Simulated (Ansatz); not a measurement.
TiAl: levels along high-symmetry lines

```
Ti Al
1.0
     2.83730    0.00000    0.00000
     0.00000    2.83730    0.00000
     0.00000    0.00000    4.05910
Ti Al
1 1
Direct
  0.00000 0.00000 0.00000
  0.50000 0.50000 0.50000
```

Atom numbers follow the list: Ti1, Al2.

The cell is COD entry 1532769, as deposited and not checked against the literature; nothing was relaxed.

Spin polarisation is left out, and whether a magnetic state lies lower isn't shown here.

The calculation used DFT, PBE, all-electron LAPW, Dirac equation with spin-orbit coupling in Ansatz 0.2.0.

Numerical set-up: a Γ-centred 12×12×8 k mesh, Fermi–Dirac smearing of 0.05 eV, basis error target 1 meV/atom, no spin polarisation.

Points in fractions of the reciprocal vectors of this cell: Γ (0, 0, 0), X (0, 0.5, 0), M (0.5, 0.5, 0), Z (0, 0, 0.5), R (0, 0.5, 0.5), A (0.5, 0.5, 0.5). The path runs Γ–X–M–Γ–Z–R–A–Z–X. Energies are in eV from the Fermi level; (×n) counts levels within 4 meV of each other, which need not be degenerate by symmetry.

Q: Metal or insulator at this level of theory?

A: No gap opens: metallic or semimetallic.

Q: Tabulate bands 19 to 25, counted from the lowest band of the run, along the path.

A: 
| k (1/Å) | point | band 19 | band 20 | band 21 | band 22 | band 23 | band 24 | band 25 |
| --- | --- | --- | --- | --- | --- | --- | --- | --- |
| 0.00 | Γ | -1.82 | -1.82 | -0.83 | -0.83 | -0.29 | -0.29 | 2.12 |
| 0.22 |  | -1.67 | -1.67 | -0.77 | -0.77 | -0.46 | -0.46 | 2.16 |
| 0.44 |  | -1.29 | -1.29 | -0.85 | -0.85 | -0.72 | -0.72 | 2.25 |
| 0.66 |  | -1.44 | -1.44 | -1.26 | -1.26 | -0.73 | -0.73 | 2.16 |
| 0.89 |  | -2.88 | -2.88 | -1.55 | -1.55 | -0.38 | -0.38 | 1.83 |
| 1.11 | X | -4.50 | -4.50 | -1.65 | -1.65 | -0.24 | -0.24 | 1.71 |
| 1.33 |  | -4.31 | -4.31 | -1.54 | -1.54 | -0.03 | -0.03 | 1.35 |
| 1.55 |  | -3.75 | -3.75 | -1.24 | -1.24 | 0.52 | 0.52 | 0.65 |
| 1.77 |  | -2.87 | -2.87 | -0.80 | -0.80 | 0.02 | 0.02 | 0.44 |
| 1.99 |  | -1.74 | -1.74 | -0.38 | -0.38 | -0.37 | -0.37 | -0.03 |
| 2.21 | M | -0.49 | -0.49 | -0.48 | -0.48 | -0.40 | -0.40 | -0.19 |
| 2.53 |  | -1.69 | -1.69 | -0.42 | -0.42 | -0.36 | -0.36 | 0.01 |
| 2.84 |  | -1.18 | -1.18 | -0.78 | -0.78 | -0.17 | -0.17 | 0.54 |
| 3.15 |  | -0.94 | -0.94 | -0.85 | -0.85 | -0.35 | -0.35 | 1.25 |
| 3.47 |  | -1.52 | -1.52 | -0.69 | -0.69 | -0.56 | -0.56 | 1.88 |
| 3.78 | Γ | -1.82 | -1.82 | -0.83 | -0.83 | -0.29 | -0.29 | 2.12 |
| 3.94 |  | -2.24 | -2.24 | -0.82 | -0.82 | -0.09 | -0.09 | 2.08 |
| 4.09 |  | -3.10 | -3.10 | -0.77 | -0.77 | 0.23 | 0.23 | 1.98 |
| 4.24 |  | -4.04 | -4.04 | -0.72 | -0.72 | 0.47 | 0.47 | 1.87 |
| 4.40 |  | -4.86 | -4.86 | -0.68 | -0.68 | 0.63 | 0.63 | 1.79 |
| 4.55 | Z | -5.23 | -5.23 | -0.66 | -0.66 | 0.68 | 0.68 | 1.76 |
| 4.78 |  | -5.01 | -5.01 | -0.56 | -0.56 | 0.76 | 0.76 | 1.37 |
| 5.00 |  | -4.39 | -4.39 | -0.32 | -0.32 | 0.37 | 0.37 | 0.96 |
| 5.22 |  | -3.46 | -3.46 | -0.91 | -0.91 | -0.16 | -0.16 | 1.22 |
| 5.44 |  | -2.32 | -2.32 | -2.19 | -2.19 | -0.38 | -0.38 | 1.38 |
| 5.66 | R | -2.90 | -2.90 | -1.19 | -1.19 | -1.17 | -1.17 | 1.40 |
| 5.88 |  | -2.83 | -2.83 | -1.32 | -1.32 | -0.89 | -0.89 | 1.47 |
| 6.10 |  | -2.65 | -2.65 | -1.69 | -1.69 | -0.05 | -0.05 | 1.64 |
| 6.33 |  | -2.45 | -2.45 | -2.09 | -2.09 | 1.22 | 1.22 | 1.88 |
| 6.55 |  | -2.38 | -2.38 | -2.30 | -2.30 | 2.04 | 2.04 | 2.31 |
| 6.77 | A | -2.26 | -2.26 | -2.25 | -2.25 | 1.69 | 1.69 | 2.12 |
| 7.08 |  | -2.32 | -2.32 | -1.98 | -1.98 | 1.94 | 1.94 | 2.18 |
| 7.40 |  | -2.45 | -2.45 | -1.18 | -1.18 | 1.20 | 1.20 | 1.32 |
| 7.71 |  | -3.66 | -3.66 | 0.01 | 0.01 | 0.19 | 0.19 | 1.19 |
| 8.02 |  | -4.80 | -4.80 | -0.44 | -0.44 | 0.83 | 0.83 | 1.22 |
| 8.33 | Z | -5.23 | -5.23 | -0.66 | -0.66 | 0.68 | 0.68 | 1.76 |
| 8.60 |  | -4.66 | -4.66 | -0.58 | -0.58 | 0.65 | 0.65 | 1.49 |
| 8.88 |  | -3.39 | -3.39 | -0.49 | -0.49 | 0.02 | 0.02 | 1.62 |
| 9.15 |  | -2.15 | -2.15 | -1.29 | -1.29 | -0.32 | -0.32 | 2.17 |
| 9.42 |  | -2.89 | -2.89 | -1.55 | -1.55 | -0.37 | -0.37 | 1.84 |
| 9.69 | X | -4.50 | -4.50 | -1.65 | -1.65 | -0.24 | -0.24 | 1.71 |
